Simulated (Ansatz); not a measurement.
The system is Zn.

```
Zn
1.0
     0.00000    1.96478    1.96478
     1.96478    0.00000    1.96478
     1.96478    1.96478    0.00000
Zn
1
Direct
  0.00000 0.00000 0.00000
```

This isn't the form of Zn at room conditions, which is hcp.

* Program: Ansatz 0.2.0
* Task: relaxation of cell and atoms
* Functional: PBEsol
* Potentials or basis: Ansatz PAW
* Cutoff: 420 eV (not typed: the program's choice for these potentials)
* k mesh: 12 × 12 × 12
* Occupations: fermi-dirac, width 0.05 eV
* Spin: no spin polarisation

At the start: volume 15.17 Å³/atom.

Question: How do energy, volume and symmetry change on relaxing?

Answer: It ends after 7 steps and the volume is 14.10 Å³/atom (-7.1 %); space group Fm-3m (No. 225, to 0.05 Å).

The path:
```csv
step,energy change (eV),largest force (eV/Å),volume (Å³)
1,0.0000,0.0000,15.17
2,-0.0177,0.0000,14.39
3,-0.0193,0.0000,14.06
4,-0.0193,0.0000,14.11
5,-0.0187,0.0000,14.11
6,-0.0187,0.0000,14.10
7,-0.0187,0.0000,14.10
```

Final structure:
```xyz
1
Lattice="0.0000 1.9174 1.9174 1.9174 0.0000 1.9174 1.9174 1.9174 0.0000" Properties=species:S:1:pos:R:3 pbc="T T T"
Zn    0.0000    0.0000    0.0000
```

Caveat: the plane-wave basis is chosen anew once the cell has moved, so the energies of steps on either side of that aren't comparable; the PAW data sets come from PBE, with cores solved anew for the run's functional, which leaves a small shift of forces and pressure.
